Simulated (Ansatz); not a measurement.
# Nickel, dhcp under RPBE: structure, energy and stiffness, part 2 of 2

What does RPBE give for nickel in the dhcp structure? We relax it, solve it on a dense k-mesh, then scale the cell to 7 volumes from 88 to 112 % of the relaxed one and try a fit of the equation of state. The start is antiferromagnetic (alternate layers). The k-meshes are 14×14×4 for the relaxation; 19×19×5 for the dense run; 16×16×5 for the volumes.

Ansatz 0.2.0; DFT, RPBE, plane waves (420 eV) with PAW, scalar-relativistic. The steps go on from the part before.

**6. Equation of state: 96 %**

File input.yaml:

```yaml
crystal:
  lattice:
    - [2.4786618728, 0.0, 0.0]
    - [-1.2393309364, 2.1465841493, 0.0]
    - [0.0, 0.0, 8.1121822176]
  atoms:
    - { symbol: Ni, position: [0.0, 0.0, 1.0], spin: -0.702 }
    - { symbol: Ni, position: [0.0, 0.0, 0.5], spin: -0.702 }
    - { symbol: Ni, position: [0.3333333333, 0.6666666667, 0.25], spin: -0.71 }
    - { symbol: Ni, position: [0.6666666667, 0.3333333333, 0.75], spin: -0.71 }
hamiltonian:
  xc: rpbe
  pseudopotentials:
    kind: paw
    azcp:
      Ni: "pseudopotentials/Ni.paw.azcp"
basis:
  ecutwfc: 420
  fft_grid_basis: typed
kpoints:
  mp_grid: { grid: [16, 16, 5], shift: [0, 0, 0] }
magnetization:
  spin_polarized: true
scf:
  occupations: { method: fermi_dirac, width: 0.05 }
  lower_state_search: "off"
output:
  stress: true
  write_density: true
  write_potential: true
  elf: true
  volumetric_format: npy
```

What it wrote:

```text
Warning: RAYON_NUM_THREADS=2 ignored (pool sized by the plan → 2); use --threads N
Engine: ansatz 0.2.0, aarch64-unknown-linux-gnu
Pseudopotentials: kind: paw
Pseudopotential: Ni, paw, valence charge 18, recommended cutoff 420 eV (normal), <dir>
Functional definition: RPBE
  parameter kappa = 0.804
  parameter beta = 0.06672455060314922
  exchange = rpbe_x(kappa = kappa, mu = beta*pi^2/3)
  correlation = pbe_c(beta = beta)
Crystal: 4 atoms, lattice volume = 43.162 Å³
Basis set: ecut = 420 eV, 825 PW (Γ)
Bands: 45, of which v1, the nominal top of the filled ones, is band 36 counted from 1 (35 counted from 0)
Symmetry: 24 space group operations
Space group: P63/mmc (ITA 194), of the structure as read, at distance tolerance 3.5e-5 Å
Magnetic group: BNS 194.263 (UNI 1493), of the structure as read, at distance tolerance 3.5e-5 Å
k-points: 90 of 1280
Non-local potential: Ni, projectors of the file, l = 0: 3, l = 1: 2, l = 2: 3, l = 3: 1
PAW form: soft (Blöchl's): semilocal exchange-correlation on the pseudo side does not see the compensation charge
PAW frozen core: Ni, regenerated for the run's functional, and the local potential with it (the file was generated under x = pbe(κ = 0.804, μ = 0.2195149727645171), c = pbe(β = 0.06672455060314922))
PAW one-centre angular grid: Ni, 590 points (default); XC on 64 Gauss nodes
Initial density: superposition of atomic densities (chi_scale 0.1, normalization cell)
Starting moments: Σ|m| = 2.824 μB on 4 of 4 sites
Initial wavefunctions: pseudopotential atomic-orbital guess
Functional: x = rpbe, c = pbe(β = 0.06672455060314922)
iter 1 solved again at ethr=4.70e-4 eV; its pass at ethr=3.10e-3 eV (dr2=3.38e-1 eV) is discarded
SCF iter   1: F=—  HF=-23378.825231 eV  |F-HF|=—  |Δ(HF+E_count)|=         —  Δρ=2.57e-2 (↑1.94e-2 ↓2.57e-2)  dr2=3.36e-1  dr2_m=2.78e-2  M=-2.401 μB ∫|m|=2.518 μB  β_m=0.30  ethr=4.70e-4  ⟨swp⟩=1.5  Hψ=35997  notcnv=0
preconditioner: auto → Kerker (q_TF=auto, 2.971 Å⁻¹)  [metal: Δε(μ)=0.005 eV  Ē_g=9.373 eV  σ=0.050 eV  W_gap=0.02  n_scr=12 (ndim 8)  ℏωp=35.7 eV  f_vac=0.000  D(μ)=7.84/eV (n_scr^D=134)]
spin=Collinear: Kerker preconditioning applied to the charge; magnetization (m = ρ↑ − ρ↓) channel mixes plain (no charge-response kernel on spin).
SCF iter   2: F=—  HF=-23378.844536 eV  |F-HF|=—  |Δ(HF+E_count)|=   1.93e-2  Δρ=1.41e-2 (↑1.03e-2 ↓1.41e-2)  dr2=6.59e-2  dr2_m=2.24e-2  M=-2.420 μB ∫|m|=2.584 μB  β_m=0.30  ethr=4.67e-4  ⟨swp⟩=2.5  Hψ=12653  notcnv=0
SCF iter   3: F=—  HF=-23378.866025 eV  |F-HF|=—  |Δ(HF+E_count)|=   2.15e-2  Δρ=1.57e-2 (↑1.57e-2 ↓1.12e-2)  dr2=1.58e-1  dr2_m=2.51e-2  M=-2.419 μB ∫|m|=2.623 μB  β_m=0.30  ethr=9.15e-5  ⟨swp⟩=2.8  Hψ=12992  notcnv=0  defer=14
SCF iter   4: F=—  HF=-23378.871702 eV  |F-HF|=—  |Δ(HF+E_count)|=   5.68e-3  Δρ=8.74e-3 (↑5.68e-3 ↓8.74e-3)  dr2=1.69e-2  dr2_m=1.27e-2  M=-2.422 μB ∫|m|=2.660 μB  β_m=0.30  ethr=9.15e-5  ⟨swp⟩=2.0  Hψ=9527  notcnv=0  defer=36
SCF iter   5: F=—  HF=-23378.870721 eV  |F-HF|=—  |Δ(HF+E_count)|=   9.80e-4  Δρ=5.70e-3 (↑5.70e-3 ↓4.70e-3)  dr2=1.62e-3  dr2_m=9.87e-3  M=-2.427 μB ∫|m|=2.693 μB  β_m=0.30  ethr=2.34e-5  ⟨swp⟩=2.5  Hψ=14792  notcnv=0  defer=72
SCF iter   6: F=—  HF=-23378.877470 eV  |F-HF|=—  |Δ(HF+E_count)|=   6.75e-3  Δρ=5.05e-3 (↑5.05e-3 ↓4.16e-3)  dr2=1.08e-3  dr2_m=8.10e-3  M=-2.436 μB ∫|m|=2.725 μB  β_m=1.00  ethr=2.25e-6  ⟨swp⟩=2.0  Hψ=14917  notcnv=0  defer=79
SCF iter   7: F=—  HF=-23378.880615 eV  |F-HF|=—  |Δ(HF+E_count)|=   3.15e-3  Δρ=2.92e-3 (↑2.92e-3 ↓9.12e-4)  dr2=1.07e-3  dr2_m=1.41e-3  M=-2.438 μB ∫|m|=2.783 μB  β_m=1.00  ethr=1.50e-6  ⟨swp⟩=2.0  Hψ=14975  notcnv=0  defer=80
SCF iter   8: F=—  HF=-23378.881638 eV  |F-HF|=—  |Δ(HF+E_count)|=   1.02e-3  Δρ=1.66e-3 (↑1.66e-3 ↓1.81e-4)  dr2=6.47e-4  dr2_m=2.88e-4  M=-2.444 μB ∫|m|=2.808 μB  β_m=1.00  ethr=1.49e-6  ⟨swp⟩=1.7  Hψ=9042  notcnv=0  defer=80
SCF iter   9: F=—  HF=-23378.882972 eV  |F-HF|=—  |Δ(HF+E_count)|=   1.33e-3  Δρ=7.62e-4 (↑7.62e-4 ↓3.28e-4)  dr2=6.49e-5  dr2_m=1.04e-4  M=-2.450 μB ∫|m|=2.822 μB  β_m=0.30  ethr=8.98e-7  ⟨swp⟩=1.5  Hψ=8628  notcnv=0  defer=80
Mixer restart at iter 9: flushing history
spin-set hold released at iteration 9 (site moments contracting): the magnetisation degrees of freedom join the quasi-Newton model from the next iteration; the mixer history was flushed
SCF iter  10: F=—  HF=-23378.884394 eV  |F-HF|=—  |Δ(HF+E_count)|=   1.42e-3  Δρ=9.95e-4 (↑9.95e-4 ↓5.07e-4)  dr2=7.41e-5  dr2_m=2.18e-4  M=-2.457 μB ∫|m|=2.832 μB  β_m=0.53  ethr=9.01e-8  ⟨swp⟩=2.1  Hψ=13390  notcnv=0  defer=80
SCF iter  11: F=—  HF=-23378.886347 eV  |F-HF|=—  |Δ(HF+E_count)|=   1.95e-3  Δρ=2.94e-3 (↑2.94e-3 ↓1.38e-3)  dr2=5.59e-3  dr2_m=5.68e-4  M=-2.477 μB ∫|m|=2.865 μB  β_m=0.33  ethr=9.01e-8  ⟨swp⟩=2.1  Hψ=14673  notcnv=0  defer=80  recentre
SCF iter  12: F=—  HF=-23378.886044 eV  |F-HF|=—  |Δ(HF+E_count)|=   3.03e-4  Δρ=1.47e-3 (↑1.47e-3 ↓8.10e-4)  dr2=9.88e-4  dr2_m=2.90e-4  M=-2.474 μB ∫|m|=2.859 μB  β_m=0.48  ethr=9.01e-8  ⟨swp⟩=2.0  Hψ=14660  notcnv=0  defer=80
SCF iter  13: F=—  HF=-23378.886228 eV  |F-HF|=—  |Δ(HF+E_count)|=   1.84e-4  Δρ=4.08e-4 (↑4.08e-4 ↓6.54e-5)  dr2=3.95e-5  dr2_m=1.62e-5  M=-2.488 μB ∫|m|=2.883 μB  β_m=0.43  ethr=9.01e-8  ⟨swp⟩=2.0  Hψ=14407  notcnv=0  defer=80
SCF iter  14: F=—  HF=-23378.886219 eV  |F-HF|=—  |Δ(HF+E_count)|=   8.90e-6  Δρ=6.85e-5 (↑5.88e-5 ↓6.85e-5)  dr2=2.89e-6  dr2_m=3.74e-7  M=-2.489 μB ∫|m|=2.885 μB  β_m=0.59  ethr=5.49e-8  ⟨swp⟩=2.2  Hψ=11992  notcnv=0  defer=80
SCF iter  15: F=—  HF=-23378.886218 eV  |F-HF|=—  |Δ(HF+E_count)|=   2.38e-7  Δρ=3.40e-5 (↑2.69e-5 ↓3.40e-5)  dr2=6.69e-7  dr2_m=1.04e-7  M=-2.489 μB ∫|m|=2.885 μB  β_m=0.77  ethr=4.01e-9  ⟨swp⟩=1.0  Hψ=7865  notcnv=0  defer=80
SCF iter  16: F=—  HF=-23378.886218 eV  |F-HF|=—  |Δ(HF+E_count)|=   3.31e-8  Δρ=1.81e-5 (↑1.81e-5 ↓5.37e-6)  dr2=1.11e-7  dr2_m=2.11e-8  M=-2.489 μB ∫|m|=2.886 μB  β_m=0.89  ethr=9.29e-10  ⟨swp⟩=2.2  Hψ=10847  notcnv=0  defer=80
iter 17 met the thresholds in force, and the SCF goes on: an eigenvalue changes by 0.67 meV, over its tolerance of 0.50 meV (output.eigenvalues, Limitations)
SCF iter  17: F=-23378.886218 eV  HF=-23378.886219 eV  |F-HF|=3.03e-8  |Δ(HF+E_count)|=   2.97e-8  Δρ=8.06e-6 (↑8.06e-6 ↓4.53e-6)  dr2=3.19e-8  dr2_m=2.34e-9  M=-2.489 μB ∫|m|=2.886 μB  β_m=0.90  ethr=1.39e-10  ⟨swp⟩=9.7  Hψ=48112  notcnv=0
SCF iter  18: F=-23378.886218 eV  HF=-23378.886218 eV  |F-HF|=4.15e-10  |Δ(HF+E_count)|=   3.50e-9  Δρ=2.19e-6 (↑2.19e-6 ↓1.04e-6)  dr2=1.78e-9  dr2_m=2.27e-10  M=-2.489 μB ∫|m|=2.886 μB  ethr=4.43e-11  ⟨swp⟩=5.9  Hψ=44943  notcnv=0
SCF 1 converged in 18 iterations: F = -23378.886218 eV  dr2 = 1.78e-9
SCF converged after 18 iterations
an eigenvalue changed by more than its tolerance at an iteration that met the thresholds in force, so the SCF went on 1 time: the last check found none over its tolerance
Magnetization: -2.4894 μB (34.7553 up, 37.2447 down)
Absolute magnetization: 2.8891 μB (∫|ρ↑−ρ↓|, with the PAW one-centre terms)
Spin contamination: 0.0311 ħ² per cell (⟨S²⟩ above its minimum at these occupations)
Per-site moments (μB) at R_I (Å): [(-0.65716343625533, 1.0224480225450723), (-0.6571634362553297, 1.0224480225450723), (-0.6713087440214571, 1.0224480225450723), (-0.671308744021457, 1.0224480225450723)]
Free energy (F): -23378.886218 eV
Harris-Foulkes:  -23378.886218 eV  (|F-HF|=4.15e-10)
Internal energy: -23378.826001 eV  (E = F + TS)
E sigma→0 (E₀):  -23378.856110 eV
Entropy (-TS):   -0.060218 eV (-15.054 meV/atom)
Fermi energy:    18.533119 eV
--- Per-component energies (eV) ---
  E_band       = -1116.979894
  E_kinetic    = 1128.220574
  E_local      = -13696.811218  (includes V_loc(G=0)·N_el)
  E_nonlocal   = 2541.755618
  E_hartree    = 5723.181775
  E_xc         = -339.513166
  E_vxc        = -437.340469  (∫ρ·V_xc dr)
  E_paw        = -6539.688712  (= ΣΔE_a)
  E_vpaw       = -2099.164374  (= ΣTr[D̂ρ^β])
  E_aug_tail   = 0.002248  (compensation charges beyond the density's cutoff)
  E_ewald      = -12195.795737
  E_core_change = -0.177381  (= ΣΔE_core)
  E_smearing   = -0.060218  (= −TS)
  E_closure    = -0.000000  (closes the sum)
  Σ components = -23378.886218   (vs F -23378.886218, Δ=0.00e0)
--- Stress (GPa, compression-positive) ---
        7.546562      -0.000000       0.000000
       -0.000000       7.546562       0.000000
        0.000000       0.000000       8.070490
  P = ⅓ Tr σ = 7.7212 GPa (77.212 kbar)
--- Band table (eV; the first three rows and the last of 180) ---
  k-point 0 ↑: bands = ["-84.4724", "-84.4590", "-84.4494", "-84.4359", "-44.8880", "-44.7811", "-44.7645", "-44.7016", "-44.7016", "-44.6877", "-44.6877", "-44.6820", "-44.6820", "-44.6680", "-44.6680", "-44.6563", "9.2784", "11.5477", "11.5493", "13.9922", "16.3631", "16.3636", "16.7019", "16.7019", "16.7567", "16.7567", "16.7941", "16.9772", "16.9772", "17.0559", "17.0559", "17.6405", "17.6405", "17.9727", "17.9727", "17.9913", "18.2344", "18.2344", "18.6227", "18.6227", "24.5895", "33.0050", "33.0075", "40.5657", "41.2034"]
  k-point 1 ↑: bands = ["-84.4716", "-84.4614", "-84.4469", "-84.4367", "-44.8824", "-44.8094", "-44.7361", "-44.7008", "-44.7008", "-44.6907", "-44.6907", "-44.6790", "-44.6790", "-44.6688", "-44.6688", "-44.6620", "9.3769", "10.7837", "12.3687", "13.9174", "16.3737", "16.4516", "16.7187", "16.7187", "16.7659", "16.7732", "16.7732", "16.9509", "16.9509", "17.0262", "17.0262", "17.6765", "17.6765", "17.6813", "17.9355", "17.9355", "18.2876", "18.2876", "18.5934", "18.5934", "25.1550", "30.6534", "35.4732", "40.6238", "41.0986"]
  k-point 2 ↑: bands = ["-84.4692", "-84.4656", "-84.4427", "-84.4391", "-44.8662", "-44.8410", "-44.7042", "-44.6985", "-44.6985", "-44.6949", "-44.6949", "-44.6785", "-44.6747", "-44.6747", "-44.6711", "-44.6711", "9.6691", "10.1448", "13.1196", "13.6505", "16.5723", "16.5822", "16.6870", "16.7627", "16.7627", "16.7970", "16.7970", "16.9160", "16.9160", "16.9591", "16.9591", "17.0640", "17.7607", "17.7607", "17.8553", "17.8553", "18.3990", "18.3990", "18.5123", "18.5123", "26.5779", "28.4779", "37.9780", "40.3085", "40.7873"]
  k-point 89 ↓: bands = ["-85.2808", "-85.2808", "-85.2544", "-85.2544", "-45.6691", "-45.6665", "-45.6607", "-45.6524", "-45.6313", "-45.6227", "-45.6201", "-45.6098", "-45.5585", "-45.5579", "-45.5322", "-45.5234", "14.6983", "14.7104", "14.7861", "14.7885", "14.9856", "15.0273", "15.0643", "15.1226", "15.7183", "15.8024", "15.8071", "15.8683", "16.7588", "16.7796", "17.1899", "17.2216", "17.6680", "17.7394", "17.8197", "17.8225", "22.2916", "22.5826", "24.0719", "24.0994", "24.4498", "24.8336", "26.7881", "27.2083", "28.7984"]
```

Wall time 21 s (2 threads of Arm Neoverse V2, shared host); peak memory 0.49 GiB.

Density in a lattice plane of the grid's cell (edges 2.48 and 8.11 Å, at 0.000 of the third edge), which holds Ni. It is the smooth density of the valence electrons, not physical close to the nuclei.

Ten even steps from ' ' (0.25 e/Å³) to '@' (60.69 e/Å³):
```
::..          ..
                
                
                
                
                
                
                
::..          ..
@@==          ==
::..          ..
                
                
                
                
                
                
                
::..          ..
@@==          ==
```
Columns run along the first of these edges and rows up along the second, over one cell in 8 and 20 even steps from the bottom left corner. Atoms in the plane (fractional): Ni at (0.00, 0.00), Ni at (0.00, 0.50).

Spin density (up less down) in a lattice plane of the grid's cell (edges 2.48 and 8.11 Å, at 0.000 of the third edge), which holds Ni.

Ten even steps from ' ' (-2.83 e/Å³) to '@' (0.01 e/Å³):
```
##%%@@@@@@@@@@%%
@@@@@@@@@@@@@@@@
@@@@@@@@@@@@@@@@
@@@@@@@@@@@@@@@@
@@@@@@@@@@@@@@@@
@@@@@@@@@@@@@@@@
@@@@@@@@@@@@@@@@
@@@@@@@@@@@@@@@@
##%%@@@@@@@@@@%%
  **@@@@@@@@@@**
##%%@@@@@@@@@@%%
@@@@@@@@@@@@@@@@
@@@@@@@@@@@@@@@@
@@@@@@@@@@@@@@@@
@@@@@@@@@@@@@@@@
@@@@@@@@@@@@@@@@
@@@@@@@@@@@@@@@@
@@@@@@@@@@@@@@@@
##%%@@@@@@@@@@%%
  ++@@@@@@@@@@++
```
Columns run along the first of these edges and rows up along the second, over one cell in 8 and 20 even steps from the bottom left corner. Atoms in the plane (fractional): Ni at (0.00, 0.00), Ni at (0.00, 0.50).

**7. Equation of state: 100 %**

Edit input.yaml of step 6 so:

```diff
@@ -2,5 +2,5 @@
   lattice:
-    - [2.4786618728, 0.0, 0.0]
-    - [-1.2393309364, 2.1465841493, 0.0]
-    - [0.0, 0.0, 8.1121822176]
+    - [2.5126203649, 0.0, 0.0]
+    - [-1.2563101824, 2.1759930661, 0.0]
+    - [0.0, 0.0, 8.2233218121]
   atoms:
@@ -28,5 +28 @@
   stress: true
-  write_density: true
-  write_potential: true
-  elf: true
-  volumetric_format: npy
```

What it wrote, cut to the lines that bear on the results:

```text
Warning: RAYON_NUM_THREADS=2 ignored (pool sized by the plan → 2); use --threads N
[...]
[... 3 set-up lines as earlier in the session ...]
[...]
Crystal: 4 atoms, lattice volume = 44.961 Å³
Basis set: ecut = 420 eV, 885 PW (Γ)
Bands: 45, of which v1, the nominal top of the filled ones, is band 36 counted from 1 (35 counted from 0)
[... 1 set-up line as earlier in the session ...]
[...]
Per-site moments (μB) at R_I (Å): [(-0.680922341457472, 1.0364559005285077), (-0.6809223414574725, 1.0364559005285077), (-0.6934401010660272, 1.0364559005285077), (-0.6934401010660276, 1.0364559005285077)]
Free energy (F): -23378.926463 eV
[...]
E sigma→0 (E₀):  -23378.894508 eV
Entropy (-TS):   -0.063910 eV (-15.977 meV/atom)
Fermi energy:    17.616386 eV
[...]
--- Stress (GPa, compression-positive) ---
       -0.334764      -0.000000      -0.000000
        0.000000      -0.334764       0.000000
        0.000000       0.000000      -0.017003
  P = ⅓ Tr σ = -0.2288 GPa (-2.288 kbar)
```

Run time: 17 s. Hardware: 2 threads of Arm Neoverse V2, shared host; peak memory 0.49 GiB.

**8. Equation of state: 104 %**

Edit input.yaml of step 7 so:

```diff
@@ -2,5 +2,5 @@
   lattice:
-    - [2.5126203649, 0.0, 0.0]
-    - [-1.2563101824, 2.1759930661, 0.0]
-    - [0.0, 0.0, 8.2233218121]
+    - [2.5456849509, 0.0, 0.0]
+    - [-1.2728424755, 2.2046278375, 0.0]
+    - [0.0, 0.0, 8.3315358245]
   atoms:
@@ -28 +28,5 @@
   stress: true
+  write_density: true
+  write_potential: true
+  elf: true
+  volumetric_format: npy
```

What it wrote, cut to the lines that bear on the results:

```text
Warning: RAYON_NUM_THREADS=2 ignored (pool sized by the plan → 2); use --threads N
[...]
[... 3 set-up lines as earlier in the session ...]
[...]
Crystal: 4 atoms, lattice volume = 46.759 Å³
Basis set: ecut = 420 eV, 921 PW (Γ)
Bands: 45, of which v1, the nominal top of the filled ones, is band 36 counted from 1 (35 counted from 0)
[... 1 set-up line as earlier in the session ...]
[...]
Free energy (F): -23378.887468 eV
[...]
E sigma→0 (E₀):  -23378.854092 eV
Entropy (-TS):   -0.066753 eV (-16.688 meV/atom)
Fermi energy:    16.771288 eV
[...]
--- Stress (GPa, compression-positive) ---
       -6.509952      -0.000000      -0.000000
       -0.000000      -6.509952       0.000000
        0.000000       0.000000      -6.382601
  P = ⅓ Tr σ = -6.4675 GPa (-64.675 kbar)
--- Band table (eV; the first three rows and the last of 180) ---
[...]
```

It took 21 s on 2 threads of Arm Neoverse V2, shared host; peak memory 0.5 GiB.

**9. Equation of state: 108 %**

Edit input.yaml of step 8 so:

```diff
@@ -2,5 +2,5 @@
   lattice:
-    - [2.5456849509, 0.0, 0.0]
-    - [-1.2728424755, 2.2046278375, 0.0]
-    - [0.0, 0.0, 8.3315358245]
+    - [2.5779122322, 0.0, 0.0]
+    - [-1.2889561161, 2.2325374818, 0.0]
+    - [0.0, 0.0, 8.4370095003]
   atoms:
```

What it wrote, cut to the lines that bear on the results:

```text
Warning: RAYON_NUM_THREADS=2 ignored (pool sized by the plan → 2); use --threads N
[...]
[... 3 set-up lines as earlier in the session ...]
[...]
Crystal: 4 atoms, lattice volume = 48.557 Å³
Basis set: ecut = 420 eV, 959 PW (Γ)
Bands: 45, of which v1, the nominal top of the filled ones, is band 36 counted from 1 (35 counted from 0)
[... 1 set-up line as earlier in the session ...]
[...]
Free energy (F): -23378.786207 eV
[...]
E sigma→0 (E₀):  -23378.751910 eV
Entropy (-TS):   -0.068594 eV (-17.148 meV/atom)
Fermi energy:    15.989389 eV
[...]
--- Stress (GPa, compression-positive) ---
      -11.394403       0.000000      -0.000000
        0.000000     -11.394403      -0.000000
       -0.000000      -0.000000     -11.363125
  P = ⅓ Tr σ = -11.3840 GPa (-113.840 kbar)
--- Band table (eV; the first three rows and the last of 180) ---
[...]
```

Run time: 21 s. Hardware: 2 threads of Arm Neoverse V2, shared host; peak memory 0.51 GiB.

**10. Equation of state: 112 %**

Edit input.yaml of step 9 so:

```diff
@@ -2,5 +2,5 @@
   lattice:
-    - [2.5779122322, 0.0, 0.0]
-    - [-1.2889561161, 2.2325374818, 0.0]
-    - [0.0, 0.0, 8.4370095003]
+    - [2.609353285, 0.0, 0.0]
+    - [-1.3046766425, 2.2597662322, 0.0]
+    - [0.0, 0.0, 8.5399100014]
   atoms:
@@ -28,5 +28 @@
   stress: true
-  write_density: true
-  write_potential: true
-  elf: true
-  volumetric_format: npy
```

What it wrote, cut to the lines that bear on the results:

```text
Warning: RAYON_NUM_THREADS=2 ignored (pool sized by the plan → 2); use --threads N
[...]
[... 3 set-up lines as earlier in the session ...]
[...]
Crystal: 4 atoms, lattice volume = 50.356 Å³
Basis set: ecut = 420 eV, 1019 PW (Γ)
Bands: 45, of which v1, the nominal top of the filled ones, is band 36 counted from 1 (35 counted from 0)
[... 1 set-up line as earlier in the session ...]
[...]
Per-site moments (μB) at R_I (Å): [(-0.7543033673723719, 1.0763582300485972), (-0.7543033673723729, 1.0763582300485972), (-0.7599253735070501, 1.0763582300485972), (-0.7599253735070506, 1.0763582300485972)]
Free energy (F): -23378.635815 eV
[...]
E sigma→0 (E₀):  -23378.600769 eV
Entropy (-TS):   -0.070091 eV (-17.523 meV/atom)
Fermi energy:    15.263998 eV
[...]
--- Stress (GPa, compression-positive) ---
      -15.262955       0.000000      -0.000000
        0.000000     -15.262955      -0.000000
       -0.000000      -0.000000     -15.252600
  P = ⅓ Tr σ = -15.2595 GPa (-152.595 kbar)
```

It took 14 s on 2 threads of Arm Neoverse V2, shared host; peak memory 0.51 GiB.

**11. Energy and pressure against volume**

All volumes keep the relaxed shape and fractional coordinates.

```tsv
V (Å³/atom)	E − E₀ (meV/atom)	P from the stress (GPa)	P from the fit (GPa)	largest moment (μB)
9.891	111.5	30.75	30.60	0.64
10.341	44.5	17.85	17.67	0.65
10.791	9.7	7.72	7.56	0.67
11.240	0.1	-0.23	-0.37	0.69
11.690	10.2	-6.47	-6.59	0.72
12.139	35.7	-11.38	-11.46	0.74
12.589	73.5	-15.26	-15.27	0.76
```

Fit (Birch-Murnaghan, third order): V₀ = 11.217 Å³/atom, B₀ = 177 GPa, B₀′ = 5.1, largest residual 0.04 meV/atom.

Fit and stress differ a little: one follows E(σ → 0), the other the smeared free energy.

**12. Summary of results**

This closing draws on all 2 parts.

| quantity | value |
| --- | --- |
| space group (spins left aside) | P6_3/mmc (No. 194) |
| conventional cell | a = 2.513 Å, c = 8.223 Å (c/a = 3.273) |
| volume | 11.240 Å³/atom |
| shortest distance | 2.513 Å |
| gap on the mesh | none (levels filled in part) |
| magnetic state | ferromagnetic, up to 0.71 μB per atom |
| relative to fcc, ferromagnetic | +12 meV/atom |
| V₀, B₀, B₀′ | 11.217 Å³/atom, 177 GPa, 5.1 |

The relaxation enlarged the cell by 2.7 % in volume. Against the reference form of nickel (fcc, ferromagnetic, computed apart with the same settings) it stands 12 meV/atom higher. It ends ferromagnetic, with up to 0.71 μB per atom. That is not the order it started in. Levels at the Fermi energy are filled in part, as in a metal. B₀ comes out at 177 GPa; letting shape and positions relax at each volume could only lower it. Relaxation kept the symmetry; phonons were not checked.
